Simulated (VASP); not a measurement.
A run of VASP 6.6.1 is set up as follows.

The input INCAR:

```
SYSTEM = Nd
ALGO     = Normal         ! electronic algorithm
EDIFF    = 1E-6           ! SCF threshold, eV
ENCUT    = 520            ! plane-wave cutoff, eV
GGA      = RP             ! functional
ISIF     = 2              ! what is computed and relaxed
ISMEAR   = 0              ! smearing method
ISPIN    = 2              ! spin polarisation
LASPH    = .True.         ! aspherical terms in the spheres
LCHARG   = .False.        ! write CHGCAR
LMAXMIX  = 6              ! l up to which the mixer works
LORBIT   = 11             ! projections on sites
LREAL    = .False.        ! projectors in reciprocal space
LWAVE    = .False.        ! write WAVECAR
MAGMOM   = 3 3            ! initial moments
NELM     = 150            ! most SCF steps
PREC     = Accurate       ! precision mode
SIGMA    = 0.05           ! smearing width, eV
```

Contents of KPOINTS:

```
k-points
0
Gamma
  8 8 5
  0 0 0
```

POSCAR

```
Nd
3.657
    1.000000000000      0.000000000000      0.000000000000
   -0.500000000000      0.866025403774      0.000000000000
    0.000000000000      0.000000000000      1.613891167624
Nd
2
Direct
    0.6666666667      0.3333333333      0.7500000000
    0.3333333333      0.6666666667      0.2500000000
```

Potentials or basis: VASP PAW PBE potentials, release 64 (Nd_3), 4f in core.

Command:

```bash
$ cat potpaw_PBE.64/Nd_3/POTCAR > POTCAR
$ mpirun -np 1 vasp_std > vasp.out
```

**Question.** Predict the pressure.

**Answer.** 3.2 GPa.

**Question.** What does it give for the band gap on the k mesh?

**Answer.** None (metal or under the smearing width).

**Question.** Predict the net moment.

**Answer.** 0.00 μB per cell.

Stress tensor (GPa, compression positive):
```
3.30 0.00 0.00
0.00 3.30 0.00
0.00 0.00 2.88
```

Caveat: the magnetic or orbital state may not be the lowest; the PAW data sets were made with another functional, which shifts forces and pressure a little; spin-orbit coupling is left out, which moves the levels of the heavy elements; the 4f electrons are frozen in the core as for a trivalent ion, so they carry no moment and show no levels. The state reached can hang on the start; a lower one may exist.
